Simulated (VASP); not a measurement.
Write an ASE script for VASP 6.6.1 that does the following.

```yaml
Task: single point
Functional: PBE
Potentials_or_basis: VASP PAW PBE potentials, release 54 (Mn_pv, O)
Cutoff: 520 eV
k_mesh: 11 × 11 × 6
Occupations: gaussian, width 0.05 eV
Spin: collinear spin, ferromagnetic start
Starting_moments: "[4.0, 0.0, 0.0] μB"
Further_INCAR_settings: ALGO = Fast; EDIFF = 1.00e-06
```

The structure of MnO2 lies in MnO2.xyz:

```xyz
3
Lattice="2.8565781804 0.0000000000 0.0000000000 -1.4282890902 2.4738692722 0.0000000000 0.0000000000 0.0000000000 4.6013740589" Properties=species:S:1:pos:R:3 pbc="T T T"
Mn     0.0000000000      0.0000000000      2.3006870294
O     -0.0000000001      1.6492461815      3.2499163096
O      1.4282890903      0.8246230907      1.3514577493
```

Measurements of this composition are mostly on another form, of space group No. 136.

These files were run (other wordings do the same):

run.py

```python
from ase.calculators.vasp import Vasp
from ase.dft.bandgap import bandgap
from ase.io import read

atoms = read('MnO2.xyz')
atoms.set_initial_magnetic_moments([4.0, 0.0, 0.0])
calc = Vasp(
    directory='calc',
    xc='pbe',
    pp='PBE',
    setups='recommended',
    pp_version='54',
    prec='Accurate',
    encut=520,
    ediff=1e-06,
    ismear=0,
    sigma=0.05,
    lreal=False,
    lasph=True,
    nelm=150,
    algo='Fast',
    isif=2,
    lwave=False,
    lcharg=False,
    ispin=2,
    lorbit=11,
    lmaxmix=4,
    kpts=[11, 11, 6],
    gamma=True,
)
atoms.calc = calc

print('energy (eV):', atoms.get_potential_energy())
print('free energy (eV):', atoms.get_potential_energy(force_consistent=True))
print('forces (eV/A):')
print(atoms.get_forces())
print('stress (eV/A^3, Voigt):', atoms.get_stress())
print('Fermi level (eV):', calc.get_fermi_level())
print('moment (muB):', atoms.get_magnetic_moment())
print('site moments (muB):', atoms.get_magnetic_moments())
gap, top, bottom = bandgap(calc)
print('band gap (eV):', gap, 'from (spin, k, band)', top, 'to', bottom)
```

Potentials or basis: VASP PAW PBE potentials, release 54 (Mn_pv, O).

Command:

```bash
$ python run.py
```

It gave:

```json
{
  "Pressure": "5.8 GPa",
  "Largest force": "0.310 eV/Å",
  "Band gap on the k mesh": "0.81 eV, indirect (least direct gap 0.87 eV)",
  "Net moment": "3.00 μB per cell",
  "Site moments": "Mn +2.83; O +0.04 μB",
  "Valence electrons inside the program's atomic spheres": "Mn 11.75; O 5.00"
}
```

Caveat: an odd mesh through Γ misses points on the zone boundary, where band edges often lie; a cell with one magnetic atom can't hold antiferromagnetic order, which such compounds often take.

Wall time 50 s on 1 thread of Intel(R) Xeon(R) 6975P-C (Granite Rapids) (shared host), peak memory 0.21 GiB.
